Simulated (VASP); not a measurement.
# WC (P-6m2) in VASP: further runs

One crystal, WC, is run at these levels: LDA; tasks: relaxation of cell and atoms, electrostatic potential.

Program: VASP 6.6.1. These are calculated values, not measurements. Logs are shortened: lines on timing, memory, paths and dates and some standing lists are left out, and cuts for length are marked.

### Step 1. Starting point

The structure is hexagonal, space group P-6m2 (No. 187). The conventional cell has a = 2.900 Å, b = 2.900 Å, c = 2.830 Å, α = 90.00°, β = 90.00°, γ = 120.00°. Around W (site symmetry -6m2) lie 6 C at 2.19 Å. C (site symmetry -6m2) has 6 W at 2.19 Å as nearest neighbours.

The cell was built by a generator and needn't be a form met in nature.

### Step 2. Relaxation of cell and atoms, LDA

INCAR reads:

```
SYSTEM = WC
PREC = Accurate ; ENCUT = 600
EDIFF = 1E-7 ; ISMEAR = 1
SIGMA = 0.1 ; LREAL = .FALSE.
LASPH = .TRUE. ; NELM = 120
ALGO = Normal ; ISIF = 3
LWAVE = .FALSE. ; LCHARG = .FALSE.
IBRION = 2 ; NSW = 40
EDIFFG = -0.005
```

KPOINTS reads:

```
regular mesh
0
G
  16 16 14
  0 0 0
```

POSCAR reads:

```
WC
1.0
    2.9000000000      0.0000000000      0.0000000000
   -1.4500000000      2.5114736700      0.0000000000
    0.0000000000      0.0000000000      2.8300000000
W C
1 1
Direct
    0.0000000000      0.0000000000      0.0000000000
    0.3333333300      0.6666666700      0.5000000000
```

Potentials or basis: VASP PAW LDA potentials, release 64 (W_sv, C).

Launch:

```console
cat potpaw_LDA.64/W_sv/POTCAR potpaw_LDA.64/C/POTCAR > POTCAR
mpirun -np 1 vasp_std > vasp.out
```

OUTCAR:

```text
SYSTEM = WC
   PREC = Accurate
   ENCUT = 600
   EDIFF = 1E-7
   ISMEAR = 1
   LREAL = .FALSE.
   LASPH = .TRUE.
   NELM = 120
   ISIF = 3
   IBRION = 2
   NSW = 40
   EDIFFG = -0.005

 ion  position               nearest neighbor table
   1  0.000  0.000  0.000-   2 2.19   2 2.19   2 2.19   2 2.19   2 2.19   2 2.19
   2  0.333  0.667  0.500-   1 2.19   1 2.19   1 2.19   1 2.19   1 2.19   1 2.19

  LATTYP: Found a hexagonal cell.
 ALAT       =     2.9000000000
 C/A-ratio  =     0.9758620690

  Lattice vectors:

 A1 = (   2.9000000000,   0.0000000000,   0.0000000000)
 A2 = (  -1.4500000000,   2.5114736700,   0.0000000000)
 A3 = (   0.0000000000,   0.0000000000,   2.8300000000)

Analysis of symmetry for initial positions (statically):
=====================================================================
 Subroutine PRICEL returns:
 Original cell was already a primitive cell.

 Routine SETGRP: Setting up the symmetry group for a
 hexagonal supercell.

 Subroutine GETGRP returns: Found 12 space group operations
 (whereof 12 operations were pure point group operations)
 out of a pool of 24 trial point group operations.

The static configuration has the point symmetry D_3h.

Analysis of symmetry for dynamics (positions and initial velocities):
=====================================================================
 Subroutine PRICEL returns:
 Original cell was already a primitive cell.

 Routine SETGRP: Setting up the symmetry group for a
 hexagonal supercell.

 Subroutine GETGRP returns: Found 12 space group operations
 (whereof 12 operations were pure point group operations)
 out of a pool of 24 trial point group operations.

The dynamic configuration has the point symmetry D_3h.

 Subroutine INISYM returns: Found 12 space group operations
 (whereof 12 operations are pure point group operations),
 and found     1 'primitive' translations

----------------------------------------------------------------------------------------

                                     Primitive cell

  volume of cell :      20.6117

  direct lattice vectors                    reciprocal lattice vectors
     2.900000000  0.000000000  0.000000000     0.344827586  0.199086300  0.000000000
    -1.450000000  2.511473670  0.000000000     0.000000000  0.398172600  0.000000000
     0.000000000  0.000000000  2.830000000     0.000000000  0.000000000  0.353356890

  length of vectors
     2.900000000  2.899999999  2.830000000     0.398172599  0.398172600  0.353356890

  position of ions in fractional coordinates (direct lattice)
     0.000000000  0.000000000  0.000000000
     0.333333330  0.666666670  0.500000000

  ion indices of the primitive-cell ions
   primitive index   ion index
                 1           1
                 2           2

----------------------------------------------------------------------------------------

 KPOINTS: regular mesh

Automatic generation of k-mesh.
 Grid dimensions read from file:
 generate k-points for:   16   16   14

 Generating k-lattice:

  Cartesian coordinates                     Fractional coordinates (reciprocal lattice)
     0.021551724  0.012442894  0.000000000     0.062500000  0.000000000  0.000000000
     0.000000000  0.024885787  0.000000000     0.000000000  0.062500000  0.000000000
     0.000000000  0.000000000  0.025239778     0.000000000  0.000000000  0.071428571

  Length of vectors
     0.024885787  0.024885787  0.025239778

  Shift w.r.t. Gamma in fractional coordinates (k-lattice)
     0.000000000  0.000000000  0.000000000

 Subroutine IBZKPT returns following result:
 ===========================================

 Found    240 irreducible k-points:

 Following reciprocal coordinates:
            Coordinates               Weight
  0.000000  0.000000  0.000000      1.000000
  0.062500  0.000000  0.000000      6.000000
  0.125000  0.000000  0.000000      6.000000
  0.187500  0.000000  0.000000      6.000000
  0.250000  0.000000  0.000000      6.000000
  0.312500  0.000000  0.000000      6.000000
[... 16 lines left out ...]
  0.187500  0.187500  0.000000      6.000000
  0.250000  0.187500  0.000000     12.000000
 [... further k-points ...]
   k-points           NKPTS =    240   k-points in BZ     NKDIM =    240   number of bands    NBANDS=     13
   number of dos      NEDOS =    301   number of ions     NIONS =      2
   total plane-waves  NPLWV =  13824
   dimension x,y,z NGX =    24 NGY =   24 NGZ =   24
   dimension x,y,z NGXF=    48 NGYF=   48 NGZF=   48
   ions per type =               1   1
   NGX,Y,Z   is equivalent  to a cutoff of  13.76, 13.76, 14.10 a.u.
   NGXF,Y,Z  is equivalent  to a cutoff of  27.52, 27.52, 28.20 a.u.
 SYSTEM =  WC
   PREC   = accura    normal or accurate (medium, high low for compatibility)
   ISTART =      0    job   : 0-new  1-cont  2-samecut
   ICHARG =      2    charge: 1-file 2-atom 10-const
   ISPIN  =      1    spin polarized calculation?
   LNONCOLLINEAR =      F non collinear calculations
   LSORBIT =      F    spin-orbit coupling
   LASPH  =      T    aspherical Exc in radial PAW
   ENCUT  =  600.0 eV  44.10 Ry    6.64 a.u.   5.79  5.79  5.65*2*pi/ulx,y,z
   NELM   =    120;   NELMIN=  2; NELMDL= -5     # of ELM steps
   EDIFF  = 0.1E-06   stopping-criterion for ELM
   LREAL  =      F    real-space projection
   EDIFFG = -.5E-02   stopping-criterion for IOM
   NSW    =     40    number of steps for IOM
   IBRION =      2    ionic relax: 0-MD 1-quasi-New 2-CG
   NFREE  =      1    steps in history (QN), initial steepest desc. (CG)
   ISIF   =      3    stress and relaxation
   ISYM   =      2    0-nonsym 1-usesym 2-fastsym
   POTIM  = 0.5000    time-step for ionic-motion
   TEBEG  =    0.0;   TEEND  =   0.0 temperature during run
   PSTRESS=    0.0 pullay stress
   NELECT =      18.0000    total number of electrons
   NUPDOWN=      -1.0000    fix difference up-down
   EMIN   =  10.00;   EMAX   =-10.00  energy-range for DOS
   EFERMI =   0.00;   METHOD = LEGACY
   ISMEAR =     1;   SIGMA  =   0.10  broadening in eV -4-tet -1-fermi 0-gaus
   EFERMI_NEDOS =   21; number of points for ismear=-14 and -15
   IALGO  =     38    algorithm
   IMIX   =      4    mixing-type and parameters
     AMIX     =   0.40;   BMIX     =  1.00
     AMIX_MAG =   1.60;   BMIX_MAG =  1.00
  volume/ion in A,a.u.               =      10.31        69.55
  Fermi-wavevector in a.u.,A,eV,Ry     =   1.564809  2.957060 33.315592  2.448627
  Thomas-Fermi vector in A             =   2.667378
   LORBIT       =      0    0 simple, 1 ext, 2 COOP (PROOUT), +10 PAW based schemes
   GGA     = CA    functional components
   LHFCALC =     F    Hartree Fock is set to
   AEXX    =    0.0000 exact exchange contribution
   IVDW    =     0    specifies the selected vdW correction
   LEPSILON=     F    determine dielectric tensor
   LRPA    =     F    only Hartree local field effects (RPA)
 conjugate gradient relaxation of ions
 non-spin polarized calculation
 Methfessel and Paxton  Order N= 1 SIGMA  =   0.10
  energy-cutoff  :      600.00
  volume of cell :       20.61
 maximum number of plane-waves:       701
 NGX is ok and might be reduce to    24
   NGX = 11   NGY = 11   NGZ = 11

--------------------------------------- Ionic step        1  -------------------------------------------

 number of electron      18.0000001 magnetization

 Free energy of the ion-electron system (eV)
  ---------------------------------------------------
  ext. energy  EPLUGINS =         0.00000000
  ---------------------------------------------------
  free energy    TOTEN  =       -24.69875808 eV

  energy without entropy =      -24.69884358  energy(sigma->0) =      -24.69878658

------------------------ aborting loop because EDIFF is reached ----------------------------------------

  FORCE on cell =-STRESS in cart. coord.  units (eV):
  Direction    XX          YY          ZZ          XY          YZ          ZX
  --------------------------------------------------------------------------------------
  -------------------------------------------------------------------------------------
  Total       -0.5702652     -0.5702652     -0.7310799      0.0000000      0.0000000     -0.0000000
  in kB      -44.3276166    -44.3276166    -56.8279957      0.0000000      0.0000000     -0.0000000
  external PRESSURE =     -48.4944096 kB  Pullay stress =       0.0000000 kB
[... 165 lines left out ...]
  energy  without entropy=      -24.7026017076  energy(sigma->0) =      -24.70249056

--------------------------------------- Ionic step        6  -------------------------------------------

 number of electron      18.0000001 magnetization

 Free energy of the ion-electron system (eV)
  ---------------------------------------------------
  ext. energy  EPLUGINS =         0.00000000
  ---------------------------------------------------
  free energy    TOTEN  =       -24.70243876 eV

  energy without entropy =      -24.70261251  energy(sigma->0) =      -24.70249668

 E-fermi :  11.2293     XC(G=0): -14.0794

 val. band max:       11.2023517526   @ k =   0.4375   0.0000   0.4286
 cond. band min:      11.2370203876   @ k =   0.1250   0.0000   0.3571
 fundamental gap:      0.0346686350
 Fermi energy:        11.2292915942

 k-point     1 :       0.0000    0.0000    0.0000
  band No.  band energies     occupation
      1     -62.2429      2.00000
      2     -26.4846      2.00000
      3     -26.3757      2.00000
      4     -26.3757      2.00000
      5      -3.1630      2.00000
      6       6.8283      2.00000
      7       7.8352      2.00000
      8       7.8352      2.00000
      9      11.3859     -0.04931
     10      14.5275      0.00000
     11      14.5275      0.00000
     12      16.9648      0.00000
     13      16.9648      0.00000
[... 353 lines left out ...]
 k-point    24 :       0.2500    0.1875    0.0000
  band No.  band energies     occupation
      1     -62.1849      2.00000
      2     -27.0636      2.00000
      3     -26.6667      2.00000
      4     -26.3768      2.00000
      5      -0.1964      2.00000
      6       4.7769      2.00000
      7       7.8891      2.00000
      8       8.0092      2.00000
      9      10.1950      2.00000
     10      12.8826     -0.00000
     11      14.0209      0.00000
     12      16.3762      0.00000
     13      19.1366      0.00000

 [... further k-points ...]

------------------------ aborting loop because EDIFF is reached ----------------------------------------

  FORCE on cell =-STRESS in cart. coord.  units (eV):
  Direction    XX          YY          ZZ          XY          YZ          ZX
  --------------------------------------------------------------------------------------
  -------------------------------------------------------------------------------------
  Total        0.0024805      0.0024805      0.0027279     -0.0000000      0.0000000      0.0000000
  in kB        0.1950857      0.1950857      0.2145425     -0.0000000      0.0000000      0.0000000
  external PRESSURE =       0.2015713 kB  Pullay stress =       0.0000000 kB
[... 17 lines left out ...]
  FREE ENERGIE OF THE ION-ELECTRON SYSTEM (eV)
  ---------------------------------------------------
  free  energy   TOTEN  =       -24.7024387649 eV

  energy  without entropy=      -24.7026125137  energy(sigma->0) =      -24.70249668

 reached required accuracy - stopping structural energy minimisation
```

It took 2.3 min on 1 thread of AMD EPYC 7R13 (Zen 3), shared host; peak memory 0.18 GiB.

What came out:

| Property | Result |
| --- | --- |
| Free energy | -24.7024 eV |
| Relaxed volume | 10.19 Å³/atom |
| Relaxed cell | a = 2.889 Å, b = 2.889 Å, c = 2.818 Å, α = 90.00°, β = 90.00°, γ = 120.00° |
| Space group after relaxing (to 0.05 Å) | P-6m2 (No. 187) |
| Energy gained by relaxing | 1.8 meV/atom |
| Ionic steps | 6 |
| Pressure after relaxing | 0.0 GPa |
| Band gap on the k mesh | none (metal or under the smearing width) |

Step by step:
| step | energy change (eV) | largest force (eV/Å) | pressure (GPa) | volume (Å³) |
| --- | --- | --- | --- | --- |
| 1 | 0.0000 | 0.0000 | -4.85 | 20.61 |
| 2 | 0.0290 | 0.0000 | 15.57 | 19.69 |
| 3 | -0.0037 | 0.0000 | -0.08 | 20.38 |
| 4 | -0.0037 | 0.0000 | 0.00 | 20.37 |
| 5 | -0.0037 | 0.0000 | 0.03 | 20.37 |
| 6 | -0.0037 | 0.0000 | 0.02 | 20.37 |

Final structure:
```
W C
1.0
     2.88935    0.00000    0.00000
    -1.44468    2.50225    0.00000
     0.00000    0.00000    2.81771
W C
1 1
Direct
  0.00000 0.00000 0.00000
  0.33333 0.66667 0.50000
```

### Step 3. Electrostatic potential, LDA

This run uses another cell than the first one, of 10.19 Å³/atom, 0.988 times its volume.

INCAR reads:

```
SYSTEM = WC
PREC = Accurate
ENCUT = 520
EDIFF = 1E-7
ISMEAR = 1
SIGMA = 0.1
LREAL = .False.
LASPH = .True.
NELM = 60
ALGO = Normal
ISIF = 2
LWAVE = .False.
LCHARG = .True.
LVHAR = .True.
```

KPOINTS reads:

```
Automatic mesh
0
Gamma
  16 16 14
  0 0 0
```

POSCAR reads:

```
WC                                      
1.0
    2.8893507564      0.0000000000     -0.0000000000
   -1.4446753782      2.5022511545      0.0000000000
    0.0000000000      0.0000000000      2.8177082368
  W               C             
     1     1
Direct
     0.0000000000000000    0.0000000000000000    0.0000000000000000
     0.3333333300000021    0.6666666699999979    0.5000000000000000
```

Potentials or basis: VASP PAW LDA potentials, release 64 (W_sv, C).

Launch:

```console
cat potpaw_LDA.64/W_sv/POTCAR potpaw_LDA.64/C/POTCAR > POTCAR
mpirun -np 1 vasp_std > vasp.out
```

OUTCAR:

```text
SYSTEM = WC
   PREC = Accurate
   ENCUT = 520
   EDIFF = 1E-7
   ISMEAR = 1
   LREAL = .False.
   LASPH = .True.
   NELM = 60
   ISIF = 2

 ion  position               nearest neighbor table
   1  0.000  0.000  0.000-   2 2.18   2 2.18   2 2.18   2 2.18   2 2.18   2 2.18
   2  0.333  0.667  0.500-   1 2.18   1 2.18   1 2.18   1 2.18   1 2.18   1 2.18

  LATTYP: Found a hexagonal cell.
 ALAT       =     2.8893507564
 C/A-ratio  =     0.9752046305

  Lattice vectors:

 A1 = (   2.8893507564,   0.0000000000,   0.0000000000)
 A2 = (  -1.4446753782,   2.5022511545,   0.0000000000)
 A3 = (   0.0000000000,   0.0000000000,   2.8177082368)

Analysis of symmetry for initial positions (statically):
=====================================================================
 Subroutine PRICEL returns:
 Original cell was already a primitive cell.

 Routine SETGRP: Setting up the symmetry group for a
 hexagonal supercell.

 Subroutine GETGRP returns: Found 12 space group operations
 (whereof 12 operations were pure point group operations)
 out of a pool of 24 trial point group operations.

The static configuration has the point symmetry D_3h.

Analysis of symmetry for dynamics (positions and initial velocities):
=====================================================================
[... 179 lines left out ...]
     11      14.5279      0.00000
     12      16.9659      0.00000
     13      16.9659      0.00000
[... 354 lines left out ...]
  band No.  band energies     occupation
      1     -62.1842      2.00000
      2     -27.0631      2.00000
      3     -26.6662      2.00000
      4     -26.3763      2.00000
      5      -0.1956      2.00000
      6       4.7776      2.00000
      7       7.8895      2.00000
      8       8.0100      2.00000
      9      10.1956      2.00000
     10      12.8830     -0.00000
     11      14.0216      0.00000
     12      16.3767      0.00000
     13      19.1376      0.00000

 [... further k-points ...]

------------------------ aborting loop because EDIFF is reached ----------------------------------------

  FORCE on cell =-STRESS in cart. coord.  units (eV):
  Direction    XX          YY          ZZ          XY          YZ          ZX
  --------------------------------------------------------------------------------------
  -------------------------------------------------------------------------------------
  Total        0.0135786      0.0135786      0.0165343      0.0000000      0.0000000      0.0000000
  in kB        1.0679226      1.0679226      1.3003775      0.0000000      0.0000000      0.0000000
  external PRESSURE =       1.1454076 kB  Pullay stress =       0.0000000 kB

 VOLUME and BASIS-vectors are now :
 -----------------------------------------------------------------------------
  energy-cutoff  :      520.00
  volume of cell :       20.37
      direct lattice vectors                 reciprocal lattice vectors
     2.889350756  0.000000000  0.000000000     0.346098513  0.199820070  0.000000000
    -1.444675378  2.502251155  0.000000000     0.000000000  0.399640139  0.000000000
     0.000000000  0.000000000  2.817708237     0.000000000  0.000000000  0.354898349

 POSITION                                       TOTAL-FORCE (eV/Angst)
 -----------------------------------------------------------------------------------
      0.00000      0.00000      0.00000         0.000000      0.000000      0.000000
     -0.00000      1.66817      1.40885         0.000000     -0.000000      0.000000
 -----------------------------------------------------------------------------------
    total drift:                                0.000003     -0.000002     -0.000000

  FREE ENERGIE OF THE ION-ELECTRON SYSTEM (eV)
  ---------------------------------------------------
  free  energy   TOTEN  =       -24.7008530247 eV

  energy  without entropy=      -24.7010265240  energy(sigma->0) =      -24.70091086
```

stdout:

```text
POSCAR found type information on POSCAR W C
 POSCAR found :  2 types and       2 ions
 scaLAPACK will be used
 LDA part: xc-table for (Slater(with rela. corr.)+CA(PZ))
 , standard interpolation
 POSCAR, INCAR and KPOINTS ok, starting setup
 FFT: planning ... GRIDC
 FFT: planning ... GRID_SOFT
 FFT: planning ... GRID
 WAVECAR not read
 entering main loop
```

Wall time 40 s (1 thread of AMD EPYC 7R13 (Zen 3), shared host); peak memory 0.15 GiB.

What came out:

* Free energy: -24.7009 eV
* Pressure: 0.1 GPa
* Band gap on the k mesh: none (metal or under the smearing width)

Spin-orbit coupling is left out, which matters for the levels of W.
